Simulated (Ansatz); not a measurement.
# SiO2: the cost of one run

Computed with Ansatz 0.2.0 (DFT PBE, scalar-relativistic, unless a step's input says otherwise).

## 1. The structure to begin with

It takes space group P4_2/mnm (No. 136, tetragonal). The conventional cell has a = 4.180 Å, b = 4.180 Å, c = 2.668 Å, α = 90.00°, β = 90.00°, γ = 90.00°. Si (site symmetry mmm) has 6 O at 1.76 to 1.81 Å as nearest neighbours. Around O (site symmetry m2m) lie 3 Si at 1.76 to 1.81 Å.

As a file:

```cif
data_structure
_symmetry_space_group_name_H-M 'P 1'
_symmetry_Int_Tables_number 1
_cell_length_a 4.1801
_cell_length_b 4.1801
_cell_length_c 2.6678
_cell_angle_alpha 90.000
_cell_angle_beta 90.000
_cell_angle_gamma 90.000
_cell_volume 46.62
loop_
_atom_site_label
_atom_site_type_symbol
_atom_site_fract_x
_atom_site_fract_y
_atom_site_fract_z
_atom_site_occupancy
Si1 Si 0.00000 0.00000 0.00000 1
Si2 Si 0.50000 0.50000 0.50000 1
O1 O 0.30670 0.30670 0.00000 1
O2 O 0.19330 0.80670 0.50000 1
O3 O 0.69330 0.69330 0.00000 1
O4 O 0.80670 0.19330 0.50000 1
```

Atoms are numbered in the order of the input: Si1, Si2, O3, O4, O5, O6.

## 2. Volume × 0.94, LAPW

input.yaml

```yaml
crystal:
  lattice:
    - [4.094767893, 0.0, 0.0]
    - [0.0, 4.094767893, 0.0]
    - [0.0, 0.0, 2.6133398208]
  atoms:
    - { symbol: Si, position: [0.0, 0.0, 0.0] }
    - { symbol: Si, position: [0.5, 0.5, 0.5] }
    - { symbol: O, position: [0.3067, 0.3067, 0.0] }
    - { symbol: O, position: [0.1933, 0.8067, 0.5] }
    - { symbol: O, position: [0.6933, 0.6933, 0.0] }
    - { symbol: O, position: [0.8067, 0.1933, 0.5] }
kpoints:
  mp_grid: { grid: [6, 6, 9] }
  band_path:
    path:
      - [0.0, 0.0, 0.0]
      - [0.0, 0.5, 0.0]
      - [0.5, 0.5, 0.0]
      - [0.0, 0.0, 0.0]
      - [0.0, 0.0, 0.5]
      - [0.0, 0.5, 0.5]
      - [0.5, 0.5, 0.5]
      - [0.0, 0.0, 0.5]
      - [0.0, 0.5, 0.0]
    npoints: 5
scf:
  occupations: { method: fermi_dirac, width: 0.03 }
hamiltonian:
  xc: pbe
  pseudopotentials: { kind: all_electron, lapw: { basis_error: 0.001 } }
output:
  forces: true
  stress: true
  eigenvalues: true
```

On the command line:

```console
$ ansatz run input.yaml --threads 2 --pin off --max-ram 6144MiB --backend cpu --events-out ev --progress --plain --runs-dir out
```

Q: Estimate wall time and peak memory on 2 threads of Arm Neoverse V1, shared host.

About 32 s, with a peak of 0.57 GiB.
